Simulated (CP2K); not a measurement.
# Cu2O (Cuprite) (Pn-3m) in CP2K: single point with PBE

Aim: the single point of Cu2O (Cuprite) with PBE.

All numbers are computed with CP2K 2026.2; they aren't measurements. Logs are shortened: lines on timing, memory, paths and dates and some standing lists are left out, and cuts for length are marked.

**What was measured.**

From “Importance of surface oxygen vacancies for ultrafast hot carrier relaxation and transport in Cu2O”, 2021, arxiv:2103.03167, for a bulk crystal of Cu2O: band gap 2.17 eV (direct).

The runs below are set against these values where they give the same quantity.

### Step 1. The crystal as given

Symmetry: Pn-3m, No. 224, cubic system. The conventional cell has a = 4.260 Å, b = 4.260 Å, c = 4.260 Å, α = 90.00°, β = 90.00°, γ = 90.00°. Cu (site symmetry -3m) has 2 O at 1.84 Å as nearest neighbours. Around O (site symmetry -43m) lie 4 Cu at 1.84 Å.

### Step 2. Single point, PBE

Input file cu2o_scf.inp:

```
&GLOBAL
  PROJECT cu2o_scf
  RUN_TYPE ENERGY_FORCE
  PRINT_LEVEL LOW
&END GLOBAL
&FORCE_EVAL
  METHOD QS
  STRESS_TENSOR ANALYTICAL
  &DFT
    BASIS_SET_FILE_NAME BASIS_MOLOPT_UZH
    POTENTIAL_FILE_NAME POTENTIAL_UZH
    &MGRID
      CUTOFF 600
      REL_CUTOFF 60
      NGRIDS 5
    &END MGRID
    &QS
      METHOD GPW
      EPS_DEFAULT 1.0E-10
    &END QS
    &KPOINTS
      SCHEME MONKHORST-PACK 6 6 6
      GAMMA_CENTERED T
      SYMMETRY T
      SYMMETRY_BACKEND SPGLIB
    &END KPOINTS
    &SCF
      SCF_GUESS ATOMIC
      EPS_SCF 1.0E-6
      MAX_SCF 100
      ADDED_MOS 30
      CHOLESKY OFF
      EPS_EIGVAL 1.0E-7
      &DIAGONALIZATION ON
        ALGORITHM STANDARD
      &END DIAGONALIZATION
      &MIXING ON
        METHOD BROYDEN_MIXING
        ALPHA 0.4
        BETA 1.5
        NBUFFER 8
      &END MIXING
      &SMEAR ON
        METHOD GAUSSIAN
        SIGMA [eV] 0.012
      &END SMEAR
    &END SCF
    &XC
      &XC_FUNCTIONAL
        &GGA_X_PBE
        &END GGA_X_PBE
        &GGA_C_PBE
        &END GGA_C_PBE
      &END XC_FUNCTIONAL
    &END XC
    &PRINT
      &KPOINTS ON
      &END KPOINTS
      &MULLIKEN ON
      &END MULLIKEN
      &MO ON
        ENERGIES T
        OCCUPATION_NUMBERS T
        &EACH
          QS_SCF 0
        &END EACH
        ADD_LAST NUMERIC
      &END MO
      &E_DENSITY_CUBE ON
        STRIDE 2
      &END E_DENSITY_CUBE
      &V_HARTREE_CUBE ON
        STRIDE 2
      &END V_HARTREE_CUBE
      &ELF_CUBE ON
        STRIDE 2
      &END ELF_CUBE
    &END PRINT
  &END DFT
  &SUBSYS
    &CELL
      A 4.2600000000 0.0000000000 0.0000000000
      B 0.0000000000 4.2600000000 0.0000000000
      C 0.0000000000 0.0000000000 4.2600000000
      PERIODIC XYZ
    &END CELL
    &COORD
      Cu  3.1950000000 1.0650000000 3.1950000000
      Cu  3.1950000000 3.1950000000 1.0650000000
      Cu  1.0650000000 3.1950000000 3.1950000000
      Cu  1.0650000000 1.0650000000 1.0650000000
      O   2.1300000000 2.1300000000 2.1300000000
      O   0.0000000000 0.0000000000 0.0000000000
    &END COORD
    &KIND Cu
      BASIS_SET TZVP-MOLOPT-PBE-GTH-q11
      POTENTIAL GTH-PBE-q11
    &END KIND
    &KIND O
      BASIS_SET TZVP-MOLOPT-PBE-GTH-q6
      POTENTIAL GTH-PBE-q6
    &END KIND
    &PRINT
      &ATOMIC_COORDINATES ON
      &END ATOMIC_COORDINATES
      &CELL ON
      &END CELL
    &END PRINT
  &END SUBSYS
  &PRINT
    &FORCES ON
    &END FORCES
    &STRESS_TENSOR ON
    &END STRESS_TENSOR
  &END PRINT
&END FORCE_EVAL
```

Potentials or basis: POTENTIAL_UZH Cu GTH-PBE-q11, O GTH-PBE-q6; TZVP-MOLOPT-PBE-GTH basis.

Started as:

```bash
$ OMP_NUM_THREADS=1 cp2k.psmp -i cu2o_scf.inp -o cu2o_scf.out
```

cu2o_scf.out:

```text

 CP2K| version string:                                       CP2K version 2026.2
 CP2K| Input file name                                              cu2o_scf.inp

 GLOBAL| Force Environment number                                              1
 GLOBAL| Basis set file name                                    BASIS_MOLOPT_UZH
 GLOBAL| Potential file name                                       POTENTIAL_UZH
 GLOBAL| MM Potential file name                                     MM_POTENTIAL
 GLOBAL| Coordinate file name                                      __STD_INPUT__
 GLOBAL| Method name                                                        CP2K
 GLOBAL| Project name                                                   cu2o_scf
 GLOBAL| Run type                                                   ENERGY_FORCE
 GLOBAL| FFT library                                                       FFTW3
[... 6 lines left out ...]
 GLOBAL| Total number of message passing processes                             1
 GLOBAL| Number of threads for this process                                    1
 GLOBAL| CPU model name                                                  UNKNOWN

 CELL| Volume [angstrom^3]:                                            77.308776
 CELL| Vector a [angstrom]:       4.260     0.000     0.000   |a| =     4.260000
 CELL| Vector b [angstrom]:       0.000     4.260     0.000   |b| =     4.260000
 CELL| Vector c [angstrom]:       0.000     0.000     4.260   |c| =     4.260000
 CELL| Angle (b,c), alpha [degree]:                                    90.000000
 CELL| Angle (a,c), beta  [degree]:                                    90.000000
 CELL| Angle (a,b), gamma [degree]:                                    90.000000
 CELL| Numerically orthorhombic:                                             YES
 CELL| Periodicity                                                           XYZ

 CELL_REF| Volume [angstrom^3]:                                        77.308776
 CELL_REF| Vector a [angstrom     4.260     0.000     0.000   |a| =     4.260000
 CELL_REF| Vector b [angstrom     0.000     4.260     0.000   |b| =     4.260000
 CELL_REF| Vector c [angstrom     0.000     0.000     4.260   |c| =     4.260000
 CELL_REF| Angle (b,c), alpha [degree]:                                90.000000
 CELL_REF| Angle (a,c), beta  [degree]:                                90.000000
 CELL_REF| Angle (a,b), gamma [degree]:                                90.000000
 CELL_REF| Numerically orthorhombic:                                         YES
 CELL_REF| Periodicity                                                       XYZ

[... 9 lines left out ...]

  Total number of            - Atomic kinds:                                   2
                             - Atoms:                                          6
                             - Shell sets:                                     6
                             - Shells:                                        54
                             - Primitive Cartesian functions:                 34
                             - Cartesian basis functions:                    196
                             - Spherical basis functions:                    170

  Maximum angular momentum of- Orbital basis functions:                        3
                             - Local part of the GTH pseudopotential:          2
                             - Non-local part of the GTH pseudopotential:      4

 MODULE QUICKSTEP: ATOMIC COORDINATES IN ANGSTROM

   Atom Kind Element         X             Y             Z       Z(eff)     Mass
      1    1 Cu   29      3.195000      1.065000      3.195000  11.0000  63.5460
      2    1 Cu   29      3.195000      3.195000      1.065000  11.0000  63.5460
      3    1 Cu   29      1.065000      3.195000      3.195000  11.0000  63.5460
      4    1 Cu   29      1.065000      1.065000      1.065000  11.0000  63.5460
      5    2 O     8      2.130000      2.130000      2.130000   6.0000  15.9994
      6    2 O     8      0.000000      0.000000      0.000000   6.0000  15.9994

 SCF PARAMETERS         Density guess:                                    ATOMIC
                        --------------------------------------------------------
                        max_scf:                                             100
[... 7 lines left out ...]
                        --------------------------------------------------------
                        level_shift [a.u.]:                             0.000000
                        added MOs                                        30    0
                        --------------------------------------------------------
                        Mixing method:                            BROYDEN_MIXING
                                                charge density mixing in g-space
                        --------------------------------------------------------
                        Smear method:                                   GAUSSIAN
                        Smearing width (sigma) [a.u.]:                  4.41E-04
                        Accuracy threshold:                             1.00E-10
[... 16 lines left out ...]
 BRILLOUIN|     1           0.03704       -0.33333       -0.33333       -0.33333
 BRILLOUIN|     2           0.11111       -0.33333       -0.33333       -0.16667
 BRILLOUIN|     3           0.05556       -0.33333       -0.33333        0.00000
 BRILLOUIN|     4           0.05556       -0.33333       -0.33333        0.50000
 BRILLOUIN|     5           0.11111       -0.33333       -0.16667       -0.16667
 BRILLOUIN|     6           0.11111       -0.33333       -0.16667        0.00000
[... 12 lines left out ...]
 BRILLOUIN|    19           0.01389        0.00000        0.50000        0.50000
 BRILLOUIN|    20           0.00463        0.50000        0.50000        0.50000
 *******************************************************************************

 Extrapolation method: initial_guess

 Number of electrons:                                                         56
 Number of occupied orbitals:                                                 28
 Number of molecular orbitals:                                                58

 Number of orbital functions:                                                170
 Number of independent orbital functions:                                    170

 SCF WAVEFUNCTION OPTIMIZATION

  Step     Update method      Time    Convergence         Total energy    Change
  ------------------------------------------------------------------------------
     1 NoMix/Diag. 0.40E+00    8.3     1.48557202      -223.1523061279 -2.23E+02
     2 Broy./Diag. 0.40E+00    8.3     0.10616266      -216.2740537165  6.88E+00
     3 Broy./Diag. 0.40E+00    8.3     0.04544195      -221.5802132990 -5.31E+00
     4 Broy./Diag. 0.40E+00    8.3     0.00991936      -223.0707833706 -1.49E+00
     5 Broy./Diag. 0.40E+00    8.2     0.00625433      -223.1139428158 -4.32E-02
     6 Broy./Diag. 0.40E+00    8.3     0.00299520      -223.2299890494 -1.16E-01
     7 Broy./Diag. 0.40E+00    8.3     0.00329061      -223.1378296859  9.22E-02
     8 Broy./Diag. 0.40E+00    8.3     0.00047979      -223.1757870965 -3.80E-02
     9 Broy./Diag. 0.40E+00    8.3     0.00050349      -223.1720460478  3.74E-03
    10 Broy./Diag. 0.40E+00    8.3     0.00004593      -223.1766724905 -4.63E-03
    11 Broy./Diag. 0.40E+00    8.3     0.00004830      -223.1767541009 -8.16E-05
    12 Broy./Diag. 0.40E+00    8.4     0.00000539      -223.1766812270  7.29E-05
    13 Broy./Diag. 0.40E+00    8.4     0.00000309      -223.1766750668  6.16E-06
    14 Broy./Diag. 0.40E+00    8.4     0.00000106      -223.1766760042 -9.37E-07
    15 Broy./Diag. 0.40E+00    8.3     0.00000037      -223.1766761359 -1.32E-07

  *** SCF run converged in    15 steps ***

  Electronic density on regular grids:        -55.9999999902        0.0000000098
  Core density on regular grids:               55.9999999948       -0.0000000052
  Total charge density on r-space grids:        0.0000000045
  Total charge density g-space grids:           0.0000000045

  Overlap energy of the core charge distribution:               0.00000031271292
  Self energy of the core charge distribution:               -341.75634764914992
  Core Hamiltonian energy:                                    112.68771134081888
  Hartree energy:                                              43.77723709502608
  Exchange-correlation energy:                                -37.88527723531823
  Smearing free energy correction:                             -0.00000000000000
  Fermi energy:                                                 0.16872884510316

  Total energy:                                              -223.17667613591024
  Total energy (extrapolated to sigma->0):                   -223.17667613591024

 MO| EIGENVALUES AND OCCUPATION NUMBERS FOR K POINT 1
 MO|
 MO|  Index      Eigenvalue [a.u.]        Eigenvalue [eV]             Occupation
 MO|      1              -0.572748             -15.585269               2.000000
 MO|      2              -0.561401             -15.276509               2.000000
 MO|      3              -0.102616              -2.792322               2.000000
 MO|      4              -0.102616              -2.792322               2.000000
 MO|      5              -0.100115              -2.724280               2.000000
 MO|      6              -0.052708              -1.434257               2.000000
[... 895 lines left out ...]
 MO|     57               1.248741              33.979978               0.000000
 MO|     58               1.262908              34.365471               0.000000
 MO| Sum:                                                              56.000000
 MO| E(Fermi):            0.168729 a.u.          4.591345 eV
 MO| Band gap:            0.028694 a.u.          0.780808 eV

 [... the levels of further k-points ...]

 The electron density is written in Cube    file format to the file:

 cu2o_scf-ELECTRON_DENSITY-1_0.cube

 !-----------------------------------------------------------------------------!
                     Mulliken Population Analysis

 #  Atom  Element  Kind  Atomic population                           Net charge
       1     Cu       1         10.642069                              0.357931
       2     Cu       1         10.642063                              0.357937
       3     Cu       1         10.642068                              0.357932
       4     Cu       1         10.642067                              0.357933
       5     O        2          6.715859                             -0.715859
       6     O        2          6.715874                             -0.715874
 # Total charge                             56.000000                 -0.000000

 !-----------------------------------------------------------------------------!

               ----- ELF is computed on the real space grid -----

 ELF is written in Cube    file format to the file:

 cu2o_scf-ELF_S1-1_0.cube

 ENERGY| Total FORCE_EVAL ( QS ) energy [hartree]           -223.176676779275425

 FORCES| Atomic forces [hartree/bohr]
 FORCES|   Atom     x               y               z               |f|
 FORCES|      1  3.20122214E-08  6.11990046E-09  2.52110499E-08   4.12047635E-08
 FORCES|      2  2.62328447E-08  2.59711840E-08  6.44288158E-09   3.74723266E-08
 FORCES|      3  7.96513279E-09  3.02669500E-08  2.58394936E-08   4.05858477E-08
 FORCES|      4  1.16592220E-08  1.15871932E-08  6.02164484E-09   1.75060193E-08
 FORCES|      5 -2.22441096E-09 -1.93352794E-09  9.83529785E-09   1.02674056E-08
 FORCES|      6 -1.51661943E-10  3.46099760E-09  2.29721344E-09   4.15676501E-09
 FORCES| Sum     7.54933480E-08  7.54726974E-08  7.56475812E-08
 FORCES| Total atomic force                                       1.30835508E-07

 STRESS| Analytical stress tensor [bar]
 STRESS|                        x                   y                   z
 STRESS|      x        5.14664588889E+04   7.14341997216E-03   1.95964957328E-02
 STRESS|      y        7.14341997216E-03   5.14664661263E+04   2.01333973882E-02
 STRESS|      z        1.95964957328E-02   2.01333973882E-02   5.14665026005E+04
 STRESS| 1/3 Trace                                             5.14664758719E+04
 STRESS| Determinant                                           1.36324305494E+14

 STRESS| Eigenvectors and eigenvalues of the analytical stress tensor [bar]
 STRESS|                        1                   2                   3
 STRESS| Eigenvalues   5.14664513509E+04   5.14664574999E+04   5.14665187650E+04
 STRESS|      x           0.921340382732     -0.207992549160      0.328437206542
 STRESS|      y           0.074480575551      0.923629331754      0.375980719439
 STRESS|      z          -0.381555425873     -0.321944027772      0.866468406792
```

It took 2.8 min on 1 thread of Arm Neoverse V2, shared host; peak memory 0.87 GiB.

Results:

```yaml
Free_energy: -6072.9462 eV
Pressure: 5.1 GPa
Band_gap_on_the_k_mesh: 0.47 eV, direct
Mulliken_charges: Cu +0.36; O -0.72 e
```

Levels at points of the mesh, in eV from the valence-band top:
| k point | band 24 | band 25 | band 26 | band 27 | band 28 | band 29 | band 30 | band 31 | band 32 | band 33 |
| --- | --- | --- | --- | --- | --- | --- | --- | --- | --- | --- |
| (0.00, 0.00, 0.00) | -1.38 | -1.38 | 0.00 | 0.00 | 0.00 | 0.47 | 1.15 | 1.15 | 7.93 | 7.93 |
| (0.00, 0.00, 0.50) | -1.56 | -1.36 | -1.36 | -0.38 | -0.38 | 2.21 | 2.21 | 4.21 | 4.21 | 7.31 |
| (0.00, 0.50, 0.50) | -1.56 | -1.38 | -1.38 | -0.64 | -0.64 | 1.87 | 1.87 | 3.82 | 3.82 | 6.77 |
| (0.50, 0.50, 0.50) | -1.43 | -0.98 | -0.54 | -0.54 | -0.54 | 2.35 | 2.35 | 2.35 | 4.88 | 4.88 |

Caveat: Mulliken charges move with the basis; the basis of atomic orbitals isn't converged, which shifts pressures, moduli and gaps.

### Step 3. Against experiment

Step 2. Measured gap of Cu2O: 2.17 eV (direct; quoted in “Importance of surface oxygen vacancies for ultrafast hot carrier relaxation and transport in Cu2O”, 2021, arxiv:2103.03167). This calculation gives 0.47 eV (-1.70 eV). So large a miss can be the level of theory's own, or it may mean another phase, state or a wrong row. The value is that of PBE in an atomic basis (POTENTIAL_UZH Cu GTH-PBE-q11, O GTH-PBE-q6; TZVP-MOLOPT-PBE-GTH basis), whose error adds to the functional's, on a finite k mesh, which can miss the band edges, without temperature or zero-point motion. Semilocal functionals fall short of measured gaps as a rule.
